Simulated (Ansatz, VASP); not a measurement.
## BeS: VASP beside Ansatz

File INCAR:

```
SYSTEM = BeS
PREC     = Accurate       ! precision mode
ENCUT    = 520            ! plane-wave cutoff, eV
EDIFF    = 1E-6           ! SCF threshold, eV
ISMEAR   = 0              ! smearing method
SIGMA    = 0.02           ! smearing width, eV
LREAL    = .False.        ! projectors in reciprocal space
LASPH    = .True.         ! aspherical terms in the spheres
NELM     = 100            ! most SCF steps
ALGO     = Normal         ! electronic algorithm
ISIF     = 2              ! what is computed and relaxed
LWAVE    = .False.        ! write WAVECAR
LCHARG   = .False.        ! write CHGCAR
GGA      = PS             ! functional
NBANDS   = 11             ! bands
```

The input KPOINTS:

```
regular mesh
0
Gamma
  10 10 10
  0 0 0
```

POSCAR

```
BeS
1.0
    0.0000000000      2.5975846441      2.5975846441
    2.5975846441      0.0000000000      2.5975846441
    2.5975846441      2.5975846441      0.0000000000
Be S
1 1
Direct
    0.0000000000      0.0000000000      0.0000000000
    0.5000000000      0.5000000000      0.5000000000
```

Input for Ansatz:

```yaml
crystal:
  lattice:
    - [0.0, 2.5975846441, 2.5975846441]
    - [2.5975846441, 0.0, 2.5975846441]
    - [2.5975846441, 2.5975846441, 0.0]
  atoms:
    - { symbol: Be, position: [0.0, 0.0, 0.0] }
    - { symbol: S, position: [0.5, 0.5, 0.5] }
basis:
  ecutwfc: 420
kpoints:
  mp_grid: { grid: [10, 10, 10] }
hamiltonian:
  xc: pbesol
scf:
  occupations: { method: gaussian, width: 0.02 }
output:
  forces: true
  stress: true
  eigenvalues: true
  populations: true
```

Alike in both runs: task single point; functional PBEsol; k mesh 10 × 10 × 10; occupations gaussian, width 0.02 eV; no spin polarisation.

|  | VASP | Ansatz |
| --- | --- | --- |
| version | VASP 6.6.1 | Ansatz 0.2.0 |
| potentials or method | VASP PAW PBE potentials, release 64 (Be, S) | scalar-relativistic, plane waves, PAW |
| plane-wave cutoff (eV) | 520 | 420 |
| valence electrons in the cell | 8 | 8 |

Ansatz gave:

```
gap on the k mesh at the Fermi level (eV) : 0.71
least direct gap on the mesh (eV)         : 2.31
pressure (GPa)                            : -20.6
```

Estimate VASP's values.

gap on the k mesh at the Fermi level (eV): 0.72; least direct gap on the mesh (eV): 2.32; pressure (GPa): -20.6.

Caveats: so large a pressure means that the cell lies far from this level's equilibrium, or that cutoff or potentials fall short (VASP); the potentials were made for another functional, which shifts forces and pressure (VASP). A k mesh can miss the band edges.
